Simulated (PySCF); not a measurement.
Molecule: `OCCO`, C2H6O2.

Bonds (- single, = double, # triple, : aromatic): O1-C2 1.410 Å, C2-C3 1.512 Å, C3-O4 1.397 Å. O1 carries H5; C2 carries H6, H7; C3 carries H8, H9; O4 carries H10.

Geometry PBE0-D3(BJ)/def2-SVP throughout; GIAO in PySCF, gas phase, one conformer, non-relativistic; equivalent atoms averaged; functional PBE0.

(1) How do the shifts δ (against H2O, TMS at the same level) depend on the basis set? (ppm; last column core-seconds on shared hosts with different chips, so compare them loosely)

(2) Which nucleus moves most, in ppm?

(3) Taking the largest basis, pcSseg-2 (228 functions), as the yardstick, rank the others by their worst heavy-atom deviation.

## Answers

(1) 
```csv
basis set,functions,O1/O4,C2/C3,H6/H7/H8/H9,H5/H10,core-s
STO-3G,26,-14.4,51.6,1.93,-1.74,1.4
6-31G,48,5.1,60.8,3.74,0.54,2.6
pcSseg-0,48,9.0,67.8,4.00,0.20,2.4
6-31G*,68,6.8,60.9,3.59,0.60,3.4
def2-SVP,86,17.4,61.0,3.41,0.58,4.2
cc-pVDZ,86,20.0,62.6,3.50,0.36,4.2
pcSseg-1,98,19.2,65.0,3.65,1.04,4.1
"6-311+G(2d,p)",144,15.5,63.9,3.68,0.82,8.4
aug-cc-pVDZ,146,17.4,62.4,3.73,1.01,8.2
def2-TZVP,160,18.6,65.7,3.64,0.83,10
IGLO-III,200,16.6,66.5,3.66,1.05,12
cc-pVTZ,204,20.3,64.8,3.61,1.02,13
pcSseg-2,228,17.2,67.4,3.64,1.28,12
```

(2) O1/O4 (alcohol oxygen): from -14.4 ppm with STO-3G to 20.3 ppm with cc-pVTZ. The smallest spread is 2.07 ppm, at H6/H7/H8/H9. Proton shifts span only some 12 ppm, so a few tenths of a ppm matter as much there as several ppm in carbon.

(3) IGLO-III 0.9 ppm (200 functions), def2-TZVP 1.7 ppm (160 functions), pcSseg-1 2.4 ppm (98 functions), cc-pVTZ 3.2 ppm (204 functions), 6-311+G(2d,p) 3.5 ppm (144 functions), cc-pVDZ 4.8 ppm (86 functions), aug-cc-pVDZ 5.0 ppm (146 functions), def2-SVP 6.4 ppm (86 functions), pcSseg-0 8.2 ppm (48 functions), 6-31G* 10.3 ppm (68 functions), 6-31G 12.1 ppm (48 functions), STO-3G 31.5 ppm (26 functions).

A small basis that lands close on one nucleus may do so by chance; judge by the trend and by all nuclei.
